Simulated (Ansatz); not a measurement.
## Electron scattering at the twin(10-12) boundary in hcp Ru with Ag (substitutional)

Wanted: what the twin(10-12) boundary in hcp Ru with Ag (substitutional) costs an interconnect.

Method: Ansatz plane-wave DFT, PBE, PAW files; relaxation of a bicrystal slab with its lowest layers held; PAW set soft_1, in the first sound run; inputs show where later runs differ, in Ansatz 0.2.0.

### 1. Starting point

The cell holds 25 atoms: 24 Ru and 1 Ag. Cell: a = 6.348 Å, b = 2.706 Å, c = 30.744 Å, α = 90.0°, β = 90.0°, γ = 90.0°. It derives from Ru. built on the (1 0 2) plane; 1 overlapping atoms removed and the grains opened by 0.25 Å. Vacuum lies along c.

### 2. Relaxing the bicrystal

The boundary is built by mirroring the lower grain in the boundary plane and removing any atoms that overlap; then the Ag is put in at the boundary. A thin bicrystal slab is relaxed first, with the lowest layers held and the upper grain free to shift and open.

The input, input.yaml:

```yaml
crystal:
  lattice:
    - [6.3481279548, 0.0, 0.0]
    - [0.0, 2.7058, 0.0]
    - [0.0, 0.0, 30.7438509922]
  atoms:
    - { symbol: Ru, position: [0.112577786, 0.4166666667, 0.1626341476] }
    - { symbol: Ru, position: [0.4309007479, 0.9166666666, 0.1969083729] }
    - { symbol: Ru, position: [0.8400622288, 0.9166666667, 0.2140454855] }
    - { symbol: Ru, position: [0.1583851907, 0.4166666666, 0.2483197108] }
    - { symbol: Ru, position: [0.5675466716, 0.4166666667, 0.2654568235] }
    - { symbol: Ru, position: [0.8858696335, 0.9166666666, 0.2997310488] }
    - { symbol: Ru, position: [0.2950311144, 0.9166666667, 0.3168681614] }
    - { symbol: Ru, position: [0.6133540763, 0.4166666666, 0.3511423867] }
    - { symbol: Ru, position: [0.0225155572, 0.4166666667, 0.3682794994] }
    - { symbol: Ru, position: [0.3408385191, 0.9166666666, 0.4025537246] }
    - { symbol: Ru, position: [0.75, 0.9166666667, 0.4196908373] }
    - { symbol: Ag, position: [0.0683229619, 0.4166666666, 0.4539650626] }
    - { symbol: Ru, position: [0.75, 0.9166666667, 0.4963709952] }
    - { symbol: Ru, position: [0.3408385191, 0.9166666666, 0.5135081079] }
    - { symbol: Ru, position: [0.0225155572, 0.4166666667, 0.5477823332] }
    - { symbol: Ru, position: [0.6133540763, 0.4166666666, 0.5649194458] }
    - { symbol: Ru, position: [0.2950311144, 0.9166666667, 0.5991936711] }
    - { symbol: Ru, position: [0.8858696335, 0.9166666666, 0.6163307838] }
    - { symbol: Ru, position: [0.5675466716, 0.4166666667, 0.6506050091] }
    - { symbol: Ru, position: [0.1583851907, 0.4166666666, 0.6677421217] }
    - { symbol: Ru, position: [0.8400622288, 0.9166666667, 0.702016347] }
    - { symbol: Ru, position: [0.4309007479, 0.9166666666, 0.7191534597] }
    - { symbol: Ru, position: [0.112577786, 0.4166666667, 0.7534276849] }
    - { symbol: Ru, position: [0.7034163051, 0.4166666666, 0.7705647976] }
    - { symbol: Ru, position: [0.3850933432, 0.9166666667, 0.8048390229] }
kpoints:
  mp_grid: { grid: [4, 9, 1] }
hamiltonian:
  xc: pbe
  pseudopotentials: { kind: paw, azcp: { folder: soft_1 } }
scf:
  occupations: { method: fermi_dirac, width: 0.1 }
relax:
  f_tol: 0.03
  max_steps: 80
  constraints: [{ sites: [0, 1, 2, 3] }]
```

Command:

```bash
> ansatz run input.yaml --threads 4 --pin off --max-ram 15360MiB --backend cpu --events-out ev --progress --plain --runs-dir out
```

Numbers of over 12 decimals in the logs are rounded to 6 here.

The program printed:

```text
Engine: ansatz 0.2.0, aarch64-unknown-linux-gnu
Pseudopotentials: kind: paw
Pseudopotential: Ru, paw, valence charge 16, recommended cutoff 420 eV (normal), soft_1/Ru.paw.azcp
Pseudopotential: Ag, paw, valence charge 19, recommended cutoff 420 eV (normal), soft_1/Ag.paw.azcp
Functional definition: PBE
  parameter kappa = 0.804
  parameter beta = 0.066725
  exchange = pbe_x(kappa = kappa, mu = beta*pi^2/3)
  correlation = pbe_c(beta = beta)
Crystal: 25 atoms, lattice volume = 528.080 Å³
Basis set: ecut = 420 eV, 10363 PW (Γ), exchange–correlation on 90×40×432 points (8 copies of the dense FFT grid, shifted against one another)
Bands: 242, of which v1, the nominal top of the filled ones, is band 202 counted from 1 (201 counted from 0)
Symmetry: 2 space group operations
Space group: Pm (ITA 6), of the structure as read, at distance tolerance 8.1e-5 Å
k-points: 15 of 36 (time reversal used)
Non-local potential: Ru, projectors of the file, l = 0: 3, l = 1: 2, l = 2: 2, l = 3: 1
Non-local potential: Ag, projectors of the file, l = 0: 3, l = 1: 2, l = 2: 2, l = 3: 1
PAW form: soft (Blöchl's): semilocal exchange-correlation on the pseudo side does not see the compensation charge
PAW one-centre angular grid: Ru, 590 points (default); XC on 64 Gauss nodes
PAW one-centre angular grid: Ag, 590 points (default); XC on 64 Gauss nodes
Initial density: superposition of atomic densities (neutral atoms: chi_scale 0, normalization atom)
Initial wavefunctions: pseudopotential atomic-orbital guess
Functional: x = pbe(κ = 0.804, μ = 0.219515), c = pbe(β = 0.066725)
SCF iter   1: F=—  HF=-148686.177460 eV  |F-HF|=—  |Δ(HF+E_count)|=         —  Δρ=9.50e-2  dr2=9.75e1  ethr=3.10e-3  ⟨swp⟩=7.1  Hψ=13951  notcnv=0  defer=9
preconditioner: auto → LDOS  [metal: Δε(μ)=0.003 eV  Ē_g=5.036 eV  σ=0.100 eV  W_gap=0.01  n_scr=154 (ndim 8)  ℏωp=23.0 eV  f_vac=0.298  D(μ)=25.01/eV (n_scr^D=218)  β→1.0]
SCF iter   2: F=—  HF=-148687.506122 eV  |F-HF|=—  |Δ(HF+E_count)|=    1.33e0  Δρ=9.80e-2  dr2=7.09e1  ethr=3.10e-3  ⟨swp⟩=4.0  Hψ=10006  notcnv=0  defer=28
SCF iter   3: F=—  HF=-148670.421035 eV  |F-HF|=—  |Δ(HF+E_count)|=    1.71e1  Δρ=7.69e-3  dr2=7.03e-1  ethr=3.10e-3  ⟨swp⟩=3.1  Hψ=9071  notcnv=0  defer=40
SCF iter   4: F=—  HF=-148670.330627 eV  |F-HF|=—  |Δ(HF+E_count)|=   9.04e-2  Δρ=4.10e-3  dr2=2.10e-1  ethr=1.74e-4  ⟨swp⟩=3.2  Hψ=7797  notcnv=0  defer=40
SCF iter   5: F=—  HF=-148670.289084 eV  |F-HF|=—  |Δ(HF+E_count)|=   4.15e-2  Δρ=1.30e-3  dr2=2.45e-2  ethr=5.21e-5  ⟨swp⟩=2.1  Hψ=5449  notcnv=0  defer=40
SCF iter   6: F=—  HF=-148670.288819 eV  |F-HF|=—  |Δ(HF+E_count)|=   2.64e-4  Δρ=4.62e-4  dr2=2.33e-3  ethr=6.08e-6  ⟨swp⟩=2.1  Hψ=5370  notcnv=0  defer=34
SCF iter   7: F=—  HF=-148670.289745 eV  |F-HF|=—  |Δ(HF+E_count)|=   9.26e-4  Δρ=1.43e-4  dr2=5.45e-4  ethr=5.79e-7  ⟨swp⟩=2.2  Hψ=5711  notcnv=0  defer=34
SCF iter   8: F=—  HF=-148670.289720 eV  |F-HF|=—  |Δ(HF+E_count)|=   2.51e-5  Δρ=6.53e-5  dr2=9.38e-5  ethr=1.35e-7  ⟨swp⟩=2.2  Hψ=5181  notcnv=0  defer=34
SCF iter   9: F=-148670.289727 eV  HF=-148670.289735 eV  |F-HF|=7.16e-6  |Δ(HF+E_count)|=   1.42e-5  Δρ=3.16e-5  dr2=1.18e-5  ethr=5.58e-9  ⟨swp⟩=5.0  Hψ=12373  notcnv=0
SCF 1 converged in 9 iterations: F = -148670.289727 eV  dr2 = 1.18e-5
  greatest PAW one-centre occupation: 1.002 electrons in one spin orbital (limit 2), on the Ag atom at site 11 (counted from 0), in its partial waves of l = 0
relax step   1: F+E_penalty+E_count = -148670.28972743 eV  Δ(F+E_penalty+E_count) = +0.000e0 eV  max|allowed force component| = 1.616e0 eV/Å  Δτ_max = 0.0000 Å  (9 SCF iters, dr2 threshold 2.25e-5 eV, accepted)
Initial density: handed on by an earlier stage of this run
Initial wavefunctions: those handed on with the density
iter 1 solved again at ethr=3.20e-4 eV; its pass at ethr=3.10e-3 eV (dr2=1.29e0 eV) is discarded
SCF iter   1: F=—  HF=-148670.809448 eV  |F-HF|=—  |Δ(HF+E_count)|=         —  Δρ=1.10e-2  dr2=1.23e0  ethr=3.20e-4  ⟨swp⟩=1.5  Hψ=12472  notcnv=0  defer=27
preconditioner: auto → LDOS  [metal: Δε(μ)=0.017 eV  Ē_g=4.729 eV  σ=0.100 eV  W_gap=0.04  n_scr=154 (ndim 8)  ℏωp=23.0 eV  f_vac=0.302  D(μ)=25.89/eV (n_scr^D=228)  β→1.0]
SCF iter   2: F=—  HF=-148670.763934 eV  |F-HF|=—  |Δ(HF+E_count)|=   4.55e-2  Δρ=5.55e-3  dr2=2.27e-1  ethr=3.06e-4  ⟨swp⟩=2.0  Hψ=6812  notcnv=0  defer=27
SCF iter   3: F=—  HF=-148670.729094 eV  |F-HF|=—  |Δ(HF+E_count)|=   3.48e-2  Δρ=2.00e-3  dr2=3.76e-2  ethr=5.63e-5  ⟨swp⟩=3.0  Hψ=8051  notcnv=0  defer=27
SCF iter   4: F=—  HF=-148670.719783 eV  |F-HF|=—  |Δ(HF+E_count)|=   9.31e-3  Δρ=3.80e-4  dr2=1.11e-3  ethr=9.32e-6  ⟨swp⟩=2.5  Hψ=6076  notcnv=0  defer=35
SCF iter   5: F=—  HF=-148670.719720 eV  |F-HF|=—  |Δ(HF+E_count)|=   6.27e-5  Δρ=1.15e-4  dr2=1.41e-4  ethr=2.75e-7  ⟨swp⟩=2.8  Hψ=6985  notcnv=0  defer=35
SCF iter   6: F=-148670.719757 eV  HF=-148670.719765 eV  |F-HF|=7.24e-6  |Δ(HF+E_count)|=   4.46e-5  Δρ=4.96e-5  dr2=2.38e-5  ethr=2.48e-8  ⟨swp⟩=3.0  Hψ=13523  notcnv=0
SCF 2 converged in 6 iterations: F = -148670.719757 eV  dr2 = 2.38e-5
relax step   2: F+E_penalty+E_count = -148670.71975730 eV  Δ(F+E_penalty+E_count) = -4.300e-1 eV  max|allowed force component| = 1.429e0 eV/Å  Δτ_max = 0.1949 Å  (6 SCF iters, dr2 threshold 1.00e-4 eV, accepted)
iter 1 solved again at ethr=1.15e-3 eV; its pass at ethr=3.10e-3 eV (dr2=4.64e0 eV) is discarded
SCF iter   1: F=—  HF=-148670.998138 eV  |F-HF|=—  |Δ(HF+E_count)|=         —  Δρ=1.39e-2  dr2=4.56e0  ethr=1.15e-3  ⟨swp⟩=1.0  Hψ=13710  notcnv=0  defer=30
preconditioner: auto → LDOS  [metal: Δε(μ)=0.005 eV  Ē_g=4.688 eV  σ=0.100 eV  W_gap=0.01  n_scr=154 (ndim 8)  ℏωp=23.0 eV  f_vac=0.298  D(μ)=25.84/eV (n_scr^D=224)  β→1.0]
SCF iter   2: F=—  HF=-148670.865496 eV  |F-HF|=—  |Δ(HF+E_count)|=   1.33e-1  Δρ=6.00e-3  dr2=2.39e-1  ethr=1.13e-3  ⟨swp⟩=2.0  Hψ=4290  notcnv=0  defer=30
SCF iter   3: F=—  HF=-148670.824628 eV  |F-HF|=—  |Δ(HF+E_count)|=   4.09e-2  Δρ=2.03e-3  dr2=2.54e-2  ethr=5.94e-5  ⟨swp⟩=2.6  Hψ=7435  notcnv=0  defer=30
SCF iter   4: F=—  HF=-148670.819822 eV  |F-HF|=—  |Δ(HF+E_count)|=   4.81e-3  Δρ=4.59e-4  dr2=2.37e-3  ethr=6.31e-6  ⟨swp⟩=2.5  Hψ=6910  notcnv=0  defer=35
SCF iter   5: F=—  HF=-148670.819266 eV  |F-HF|=—  |Δ(HF+E_count)|=   5.56e-4  Δρ=1.28e-4  dr2=1.18e-4  ethr=5.88e-7  ⟨swp⟩=2.6  Hψ=6323  notcnv=0  defer=35
SCF iter   6: F=-148670.819300 eV  HF=-148670.819302 eV  |F-HF|=1.96e-6  |Δ(HF+E_count)|=   3.61e-5  Δρ=4.82e-5  dr2=1.95e-5  ethr=2.48e-8  ⟨swp⟩=3.0  Hψ=14163  notcnv=0
SCF 3 converged in 6 iterations: F = -148670.819300 eV  dr2 = 1.95e-5
relax step   3: F+E_penalty+E_count = -148670.81930014 eV  Δ(F+E_penalty+E_count) = -9.954e-2 eV  max|allowed force component| = 4.143e-1 eV/Å  Δτ_max = 0.2000 Å  (6 SCF iters, dr2 threshold 1.00e-4 eV, accepted)
[...]
relax step   4: F+E_penalty+E_count = -148670.84505060 eV  Δ(F+E_penalty+E_count) = -2.575e-2 eV  max|allowed force component| = 8.458e-2 eV/Å  Δτ_max = 0.0370 Å  (5 SCF iters, dr2 threshold 1.44e-5 eV, accepted)
SCF iter   1: F=—  HF=-148670.847070 eV  |F-HF|=—  |Δ(HF+E_count)|=         —  Δρ=1.25e-3  dr2=4.13e-2  ethr=5.99e-5  ⟨swp⟩=3.5  Hψ=6849  notcnv=0  defer=35
preconditioner: auto → LDOS  [metal: Δε(μ)=0.016 eV  Ē_g=4.682 eV  σ=0.100 eV  W_gap=0.04  n_scr=154 (ndim 8)  ℏωp=23.0 eV  f_vac=0.297  D(μ)=26.01/eV (n_scr^D=228)  β→1.0]
SCF iter   2: F=—  HF=-148670.846088 eV  |F-HF|=—  |Δ(HF+E_count)|=   9.82e-4  Δρ=6.23e-4  dr2=3.29e-3  ethr=1.02e-5  ⟨swp⟩=1.9  Hψ=4870  notcnv=0  defer=35
SCF iter   3: F=—  HF=-148670.845602 eV  |F-HF|=—  |Δ(HF+E_count)|=   4.86e-4  Δρ=3.12e-4  dr2=7.21e-4  ethr=8.17e-7  ⟨swp⟩=3.0  Hψ=7773  notcnv=0  defer=35
SCF iter   4: F=—  HF=-148670.845428 eV  |F-HF|=—  |Δ(HF+E_count)|=   1.74e-4  Δρ=5.47e-5  dr2=3.24e-5  ethr=1.79e-7  ⟨swp⟩=2.1  Hψ=6513  notcnv=0  defer=35
SCF iter   5: F=—  HF=-148670.846310 eV  |F-HF|=—  |Δ(HF+E_count)|=   8.82e-4  Δρ=1.27e-5  dr2=1.61e-6  ethr=8.03e-9  ⟨swp⟩=2.9  Hψ=6906  notcnv=0  defer=35
SCF iter   6: F=—  HF=-148670.846310 eV  |F-HF|=—  |Δ(HF+E_count)|=   3.21e-7  Δρ=4.78e-6  dr2=1.77e-7  ethr=4.00e-10  ⟨swp⟩=2.2  Hψ=6269  notcnv=0  defer=35
SCF iter   7: F=-148670.846310 eV  HF=-148670.846310 eV  |F-HF|=6.93e-9  |Δ(HF+E_count)|=   3.75e-8  Δρ=1.92e-6  dr2=2.84e-8  ethr=2.48e-11  ⟨swp⟩=5.0  Hψ=12787  notcnv=0
SCF 5 converged in 7 iterations: F = -148670.846310 eV  dr2 = 2.84e-8
relax step   5: F+E_penalty+E_count = -148670.84631008 eV  Δ(F+E_penalty+E_count) = -1.259e-3 eV  max|allowed force component| = 2.832e-2 eV/Å  Δτ_max = 0.0133 Å  (7 SCF iters, accepted)
SCF converged after 7 iterations
Free energy (F): -148670.846310 eV
Harris-Foulkes:  -148670.846310 eV  (|F-HF|=6.93e-9)
Internal energy: -148669.981963 eV  (E = F + TS)
E sigma→0 (E₀):  -148670.414137 eV
Entropy (-TS):   -0.864347 eV (-34.574 meV/atom)
Fermi energy:    13.375328 eV
--- Per-component energies (eV) ---
  E_band       = -5434.090748
  E_kinetic    = 11488.617860
  E_local      = -505916.310657  (includes V_loc(G=0)·N_el)
  E_nonlocal   = 9952.585558
  E_hartree    = 245876.385739
  E_xc         = -4225.040829
  E_vxc        = -5341.627202  (∫ρ·V_xc dr)
  E_paw        = -87995.140892  (= ΣΔE_a)
  E_vpaw       = -7370.143913  (= ΣTr[D̂ρ^β])
  E_aug_tail   = 0.015637  (compensation charges beyond the density's cutoff)
  E_ewald      = 182148.905621
  E_smearing   = -0.864347  (= −TS)
  E_closure    = -0.000000  (closes the sum)
  Σ components = -148670.846310   (vs F -148670.846310, Δ=0.00e0)
--- Forces (eV/Å), atoms counted from 1 ---
  atom   1  Ru     0.12833647     0.00000000     1.50380308
  atom   2  Ru    -0.58231643     0.00000000    -0.02620224
  atom   3  Ru     0.29649951     0.00000000    -0.53337589
  atom   4  Ru     0.15445234     0.00000000    -0.95855019
  atom   5  Ru    -0.00577886     0.00000000     0.00483168
  atom   6  Ru     0.00755846     0.00000000     0.00532244
  atom   7  Ru     0.00195680     0.00000000     0.00159542
  atom   8  Ru     0.00407707     0.00000000     0.00622003
  atom   9  Ru     0.00302892     0.00000000     0.00341495
  atom  10  Ru    -0.01467134     0.00000000    -0.01832588
  atom  11  Ru     0.00144683     0.00000000     0.00513874
  atom  12  Ag     0.00553722     0.00000000    -0.00270056
  atom  13  Ru     0.00772995     0.00000000    -0.00622214
  atom  14  Ru    -0.01396779     0.00000000     0.01359467
  atom  15  Ru    -0.00385959     0.00000000    -0.00470637
  atom  16  Ru     0.00289706     0.00000000     0.00398705
  atom  17  Ru     0.00682606     0.00000000     0.00536467
  atom  18  Ru     0.00302319     0.00000000    -0.00611359
  atom  19  Ru     0.00057101     0.00000000    -0.00037269
  atom  20  Ru    -0.00207176     0.00000000     0.00523561
  atom  21  Ru    -0.00642550     0.00000000     0.00067444
  atom  22  Ru    -0.00832045     0.00000000    -0.02831921
  atom  23  Ru    -0.00086971     0.00000000     0.00952468
  atom  24  Ru     0.01117067     0.00000000     0.00269247
  atom  25  Ru     0.00315913     0.00000000     0.01340799
  max |Σ_I F_I| component: 8.08e-5 eV/Å
--- Relaxed structure (5 steps of the walk, 5 accepted, 0 SCFs on fresh bases) ---
  F+E_penalty+E_count = -148670.84631008 eV   max|allowed force component| = 2.832e-2 eV/Å
  atoms:
    - { symbol: Ru, position: [0.112577786, 0.416667, 0.162634] }
    - { symbol: Ru, position: [0.4309007479, 0.916667, 0.196908] }
    - { symbol: Ru, position: [0.840062, 0.916667, 0.214045] }
    - { symbol: Ru, position: [0.158385, 0.416667, 0.248320] }
    - { symbol: Ru, position: [0.568597, 0.416667, 0.265346] }
    - { symbol: Ru, position: [0.883639, 0.916667, 0.299498] }
    - { symbol: Ru, position: [0.290475, 0.916667, 0.317464] }
    - { symbol: Ru, position: [0.607802, 0.416667, 0.351691] }
    - { symbol: Ru, position: [0.012445, 0.416667, 0.369503] }
    - { symbol: Ru, position: [0.345585, 0.916667, 0.400954] }
    - { symbol: Ru, position: [0.738772, 0.916667, 0.420312] }
    - { symbol: Ag, position: [0.087488, 0.416667, 0.460012] }
    - { symbol: Ru, position: [0.738359, 0.916667, 0.499857] }
    - { symbol: Ru, position: [0.343640, 0.916667, 0.519607] }
    - { symbol: Ru, position: [0.011767, 0.416667, 0.550221] }
    - { symbol: Ru, position: [0.606080, 0.416667, 0.568537] }
    - { symbol: Ru, position: [0.289600, 0.916667, 0.603374] }
    - { symbol: Ru, position: [0.884170, 0.916667, 0.620007] }
    - { symbol: Ru, position: [0.566257, 0.416667, 0.654507] }
    - { symbol: Ru, position: [0.154315, 0.416667, 0.671917] }
    - { symbol: Ru, position: [0.836276, 0.916667, 0.706517] }
    - { symbol: Ru, position: [0.426814, 0.916667, 0.724818] }
    - { symbol: Ru, position: [0.113151, 0.416667, 0.758867] }
    - { symbol: Ru, position: [0.697912, 0.416667, 0.774056] }
    - { symbol: Ru, position: [0.381273, 0.916667, 0.805465] }
```

Run time: 5.7 min. Hardware: 4 threads of Arm Neoverse V1, shared host; peak memory 3.2 GiB.

The steps of the relaxation:

| step | energy less that of the first step (eV) | largest force component (eV/Å) |
| --- | --- | --- |
| 1 | 0.0000 | 1.6163 |
| 2 | -0.4300 | 1.4286 |
| 3 | -0.5296 | 0.4143 |
| 4 | -0.5553 | 0.0846 |
| 5 | -0.5566 | 0.0283 |

The run keeps the 2 symmetry operations that it works with, so distortions that break them were not tested.

The atoms that moved most (Å):

| atom | dx | dy | dz | length |
| --- | --- | --- | --- | --- |
| Ag12 | 0.122 | 0.000 | 0.186 | 0.222 |
| Ru14 | 0.018 | 0.000 | 0.188 | 0.188 |
| Ru22 | -0.026 | 0.000 | 0.174 | 0.176 |
| Ru23 | 0.004 | 0.000 | 0.167 | 0.167 |
| Ru21 | -0.024 | 0.000 | 0.138 | 0.140 |
| Ru17 | -0.034 | 0.000 | 0.129 | 0.133 |
| Ru20 | -0.026 | 0.000 | 0.128 | 0.131 |
| Ru13 | -0.074 | 0.000 | 0.107 | 0.130 |

This step gave:

| Property | Result |
| --- | --- |
| free energy | -148670.8463 eV |
| energy at zero smearing | -148670.4141 eV |
| Fermi energy | 13.38 eV |

The largest force component on a free atom ends at 0.028 eV/Å, under the tolerance of 0.03, after 5 steps.

(Part 1 of 2 ends here.)

[Logs are printed without paths, hosts, clocks, repeated set-up lines and the standing remarks that a program may print on its own settings, such as how far it seeks lower states.]

[Hosts, paths, dates, database ids (printed as entryN), source tags and the programs' standing remarks are cut or masked in the printed files.]
